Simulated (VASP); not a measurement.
**SnGe2: single point with PBEsol**

Crystal: SnGe2.

```
Ge Sn
1.0
     4.24170    0.00000    0.00000
    -2.12085    3.67342    0.00000
     0.00000    0.00000   10.35772
Ge Sn
4 2
Direct
  0.00000 0.00000 0.88186
  0.66667 0.33333 0.53552
  0.33333 0.66667 0.46448
  0.00000 0.00000 0.11814
  0.33333 0.66667 0.20802
  0.66667 0.33333 0.79198
```

The cell was built by a generator and needn't be a form met in nature.

- Program: VASP 6.6.1
- Task: single point
- Functional: PBEsol
- Potentials or basis: VASP PAW PBE potentials, release 64 (Ge_d, Sn_d)
- Cutoff: 520 eV
- k mesh: 6 × 6 × 2
- Occupations: fermi-dirac, width 0.02 eV
- Spin: no spin polarisation
- Dipole correction: no
- Further INCAR settings: ALGO = Fast; EDIFF = 1e-06; NBANDS = 51

```yaml
Pressure: -0.3 GPa
Largest_force: 0.076 eV/Å
Band_gap_on_the_k_mesh: none (metal or under the smearing width)
```

Forces on the atoms (eV/Å):
```
Ge   0.000  0.000 -0.014
Ge   0.000  0.000 -0.076
Ge   0.000  0.000  0.076
Ge   0.000  0.000  0.014
Sn   0.000  0.000  0.019
Sn   0.000  0.000 -0.019
```

Stress tensor (GPa, compression positive):
```
-0.38  0.00  0.00
 0.00 -0.38  0.00
 0.00  0.00 -0.17
```

Levels at points of the mesh, in eV from the Fermi level:
| k point | band 38 | band 39 | band 40 | band 41 | band 42 | band 43 | band 44 | band 45 | band 46 | band 47 |
| --- | --- | --- | --- | --- | --- | --- | --- | --- | --- | --- |
| (0.00, 0.00, 0.00) | -1.05 | -0.88 | -0.88 | 0.13 | 0.27 | 0.27 | 0.46 | 0.48 | 2.47 | 2.47 |
| (0.50, 0.00, 0.00) | -2.70 | -2.63 | -2.57 | -1.86 | -1.41 | 0.71 | 0.82 | 1.28 | 1.83 | 3.47 |
| (0.00, 0.00, 0.50) | -1.24 | -0.60 | -0.60 | -0.40 | 0.00 | 0.00 | 0.52 | 1.34 | 2.92 | 2.92 |
| (0.50, 0.00, 0.50) | -3.21 | -2.49 | -2.33 | -1.15 | -1.08 | -0.01 | 1.04 | 1.16 | 2.53 | 2.60 |

Run time: 75 s on 1 thread of Intel(R) Xeon(R) 6975P-C (Granite Rapids) (shared host), peak memory 0.31 GiB.

Caveat: the PAW data sets were made with another functional, which shifts forces and pressure a little.
